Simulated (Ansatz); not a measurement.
# Sn: the order of phases, scalar-relativistic, part 3 of 3

Aim: relax Sn in several structures (bcc, hcp, sc, diamond) and rank them by energy, scalar-relativistic. The runs shown use PAW and LAPW.

Ansatz 0.2.0; DFT PBE; a cell built from a prototype (bcc type), not taken from measurement. The steps go on from the part before.

**10. The series in one table**

Free energy per atom, from each method's lowest phase:

| method | start | space group, start → end | volume (Å³/atom) | pressure (GPa) | free energy (meV/atom) |
| --- | --- | --- | --- | --- | --- |
| LAPW | bcc | Im-3m → Im-3m | 27.610 | 0.0 | 72.6 |
| LAPW | hcp | P6_3/mmc → P6_3/mmc | 27.762 | 0.0 | 54.5 |
| LAPW | sc | Pm-3m → Pm-3m | 29.459 | 0.0 | 64.5 |
| LAPW | diamond | Fd-3m → Fd-3m | 36.861 | 0.0 | 0.0 |
| PAW | bcc | Im-3m → Im-3m | 27.610 | 0.0 | 73.0 |
| PAW | hcp | P6_3/mmc → P6_3/mmc | 27.762 | 0.0 | 54.9 |
| PAW | sc | Pm-3m → Pm-3m | 29.459 | 0.0 | 64.7 |
| PAW | diamond | Fd-3m → Fd-3m | 36.861 | 0.0 | 0.0 |

**11. Summary of results**

The summary covers parts 1 to 3.

| quantity | value |
| --- | --- |
| lowest (LAPW) | diamond, 54.5 meV/atom under hcp |
| lowest (PAW) | diamond, 54.9 meV/atom under hcp |

In words: By LAPW the order is diamond < hcp < sc < bcc. By PAW the order is diamond < hcp < sc < bcc. The methods agree on the lowest phase. Only these structures were tried, with electrons smeared by 0.05 eV and without vibrations, so the true ground state may be another. The k meshes differ between phases and weren't tested, which can move differences by some meV.
